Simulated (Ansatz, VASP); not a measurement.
**C: VASP beside Ansatz**

```xyz
2
Lattice="0.0000 1.7584 1.7584 1.7584 0.0000 1.7584 1.7584 1.7584 0.0000" Properties=species:S:1:pos:R:3 pbc="T T T"
C     1.7584    1.7584    1.7584
C     2.6375    2.6375    2.6375
```

Alike in both runs: functional PBEsol; k mesh 10 × 10 × 10; no spin polarisation.

Ansatz relaxed the structure, and its values are those at the end. VASP's run is a single point on that final structure, the one shown.

|  | VASP | Ansatz |
| --- | --- | --- |
| version | VASP 6.6.1 | Ansatz 0.2.0 |
| potentials or method | VASP PAW PBE potentials, release 64 (C) | PAW with Ansatz's default frozen-core files, scalar-relativistic |
| plane-wave cutoff (eV) | 520 | 420 |
| occupations | gaussian, width 0.01 eV | fixed |
| valence electrons in the cell | 8 | 8 |

Ansatz gave:

- gap on the k mesh at the Fermi level (eV): 4.13
- pressure (GPa): 15.0

**Question.** What did VASP give for the same quantities?

**Answer.** gap on the k mesh at the Fermi level (eV): 4.13; pressure (GPa): 16.3.

Caveats: so large a pressure means that the cell lies far from this level's equilibrium, or that cutoff or potentials fall short (VASP); the potentials were made for another functional, which shifts forces and pressure (VASP).
